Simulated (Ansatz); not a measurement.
# Relaxing B

Level of theory: DFT PBEsol, scalar-relativistic, plane waves, PAW in Ansatz. Cutoff 420 eV, Γ-centred k mesh, Gaussian smearing, no spin polarisation in the final step.

The start puts B on the alpha-gallium structure type (Cmce, No. 64), at a guessed volume.

```
B
1.0
     1.63051   -2.76341    0.00000
     1.63051    2.76341    0.00000
     0.00000    0.00000    3.26535
B
4
Direct
  0.15250 0.84750 0.07850
  0.65250 0.34750 0.42150
  0.84750 0.15250 0.92150
  0.34750 0.65250 0.57850
```

Cell and atoms relax at zero pressure; the relaxation can't lower the symmetry of the start. After a coarse first stage the cell is made exact in the group found at 0.06 Å.

Energies count from the standard state of B at the same level.

(1) What does it relax into?

(2) What are its volume, energy, density and gap?

Results:

(1) It keeps Cmce (No. 64). The result has the alpha-gallium structure. Conventional cell: a = 2.927 Å, b = 5.306 Å, c = 3.248 Å. B is coordinated by 7 B at 1.76–1.91 Å.

```xyz
4
Lattice="1.4633 -2.6530 0.0000 1.4633 2.6530 0.0000 0.0000 0.0000 3.2478" Properties=species:S:1:pos:R:3 pbc="T T T"
B     1.4633    1.8247    0.2918
B     1.4633   -0.8283    1.3322
B     1.4633   -1.8247    2.9561
B     1.4633    0.8283    1.9157
```

(2) The volume per atom is 6.30 Å³, the density is 2.85 g/cm³ and the energy over the standard structure is 0.24 eV/atom. The gap on the 18×18×14 mesh is 0 eV (a metal).

The final run used a 18×18×14 mesh on its 4-atom cell and 0.10 eV smearing. For metals, differences of a few meV/atom aren't resolved. A later test with randomly moved atoms came back to it.

This form isn't the element's structure at ambient conditions.